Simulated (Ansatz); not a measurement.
Clean, relaxed (111) surface of HfN, space group Fm-3m (No. 225) (top face towards +c; atoms held fixed, by place in the list: 1, 2, 3):

```yaml
crystal:
  lattice:
    - [3.18308, 0.00000, 0.00000]
    - [-1.59154, 2.75663, 0.00000]
    - [0.00000, 0.00000, 23.49743]
  atoms:
    - { symbol: N, position: [0.33333, 0.66667, 0.36174] }
    - { symbol: Hf, position: [0.66667, 0.33333, 0.41705] }
    - { symbol: N, position: [0.00000, 0.00000, 0.47235] }
    - { symbol: Hf, position: [0.33333, 0.66667, 0.52956] }
    - { symbol: N, position: [0.66667, 0.33333, 0.58295] }
    - { symbol: Hf, position: [0.00000, 0.00000, 0.63746] }
```

The calculation used Ansatz, DFT PBEsol, scalar-relativistic, plane waves, PAW. Plane waves to 420 eV, a k mesh through Γ of 9×9×1 on the computed 6-atom cell and Gaussian smearing (0.10 eV); no spin polarisation. The cell repeats along c with a dipole correction in the vacuum.

F (atom) is adsorbed on the top face, one adsorbate per 8.8 Å², and relaxed from 3 starting sites (fractions of a and b). E_ads counts from the clean slab and the free adsorbate (spin-polarised where it has unpaired electrons); negative means bound. Heights count from the highest slab atom after relaxation. Δp counts per cell along +c. Bonded neighbours lie within 1.25 times the sum of covalent radii (1.35 for H) and, on that scale, within 12 % of the closest. With the adsorbate the cell is lengthened along c to keep the vacuum.

| start | ends at | E_ads (eV) | height (Å) | shortest contact | Δp (e·Å) |
| --- | --- | --- | --- | --- | --- |
| top (Hf) at (0.00, 0.00) | (0.00, 0.00), 1 bonded neighbour (Hf) | -5.91 | 1.87 | F–Hf 1.87 Å | -0.122 |
| hollow (Hf-Hf-Hf) at (0.33, 0.67) | (0.33, 0.67), 3 bonded neighbours (Hf) | -6.51 | 1.36 | F–Hf 2.28 Å | +0.064 |
| bridge (Hf-Hf) at (0.50, 0.00) | (0.66, 0.33), 3 bonded neighbours (Hf) | -6.73 | 1.35 | F–Hf 2.28 Å | +0.049 |

Among the sites tried, the lowest end comes from the bridge (Hf-Hf) at (0.50, 0.00) start; other sites may lie lower.

Each end is the local minimum or symmetric point that its start leads to. This ideal cut is polar: the work functions of its two faces differ by 3.8 eV. Real polar faces reconstruct or get covered, and then bind electron donors or acceptors far more weakly. The slab is only 6.5 Å thick, so the energies aren't converged with thickness.

For at least one of the starts the bottom face's work function also shifts by over 0.1 eV: the slab is too thin to screen the adsorbate, so the work functions aren't converged with thickness.

Spin polarisation was left out, and a magnetic state may lie lower.